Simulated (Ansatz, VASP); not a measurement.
BaTiO3: VASP beside Ansatz

```
Ba Ti O
1.0
     4.00600    0.00000    0.00000
     0.00000    4.00600    0.00000
     0.00000    0.00000    4.00600
Ba Ti O
1 1 3
Direct
  0.50000 0.50000 0.50000
  0.00000 0.00000 0.00000
  0.00000 0.00000 0.50000
  0.00000 0.50000 0.00000
  0.50000 0.00000 0.00000
```

Alike in both runs: task relaxation of cell and atoms; functional PBEsol; k mesh 5 × 5 × 5; occupations fermi-dirac, width 0.05 eV; no spin polarisation.

|  | VASP | Ansatz |
| --- | --- | --- |
| version | VASP 6.6.1 | Ansatz 0.2.0 |
| potentials or method | VASP PAW PBE potentials, release 64 (Ba_sv, Ti_sv, O) | Ansatz PAW |
| plane-wave cutoff (eV) | 600 | 420 |
| valence electrons in the cell | 40 | 40 |

Ansatz gave:

```
gap on the k mesh at the Fermi level, each at its own relaxed structure (eV) : 1.89
relaxed volume (Å³/atom)                                                     : 12.51
relaxed cell length with the largest relative difference (Å)                 : 3.970
energy change over the relaxation (meV/atom)                                 : -5
```

Problem. Which values does VASP return?

Solution. gap on the k mesh at the Fermi level, each at its own relaxed structure (eV): 1.84; relaxed volume (Å³/atom): 12.64; relaxed cell length with the largest relative difference (Å): 3.983; energy change over the relaxation (meV/atom): -2.

Caveats: spin-orbit coupling is left out, which moves the levels of the heavy elements; the PAW data sets were made with another functional, which shifts forces and pressure a little (VASP); an odd mesh through Γ misses points on the zone boundary, where band edges often lie (VASP); odd divisions of the mesh miss points on the zone boundary, where band edges often lie, so the gap on the mesh can be too wide (Ansatz); the plane-wave basis is chosen anew once the cell has moved, so the energies of steps on either side of that aren't comparable (Ansatz); the pressure holds a Pulay correction of +0.6 GPa for the finite cutoff (Ansatz); the PAW data sets come from PBE, with cores solved anew for the run's functional, which leaves a small shift of forces and pressure (Ansatz). As with any semilocal functional, this PBEsol gap is likely too small.
